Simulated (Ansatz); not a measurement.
The parent structure is InN in the wurtzite structure (space group P6_3mc, No. 186; a = 3.537 Å, c = 5.714 Å).

The values are results of plane-wave PAW DFT at the PBEsol level (Ansatz, a quantum-chemistry and plane-wave program, 420 eV), no spin-orbit coupling, not measurements.

Before the change:

The pressure comes out as 0.0 GPa and the band gap is zero.

The change: every lattice vector is shortened by 1.10 %; the atoms relax in the strained cell.

Task: What happens to the energy relative to the base, pressure and band gap?

Result: The energy grows by 7.4 meV/atom; the pressure (mean of the normal stresses, compression positive) goes from zero to 4.9 GPa; the band gap remains zero.

The mesh was chosen for an insulator and is coarse for the gapless case. Stability against distortions was not tested. The final runs are not spin-polarised. The zero or small gap of InN can change with the level of theory.
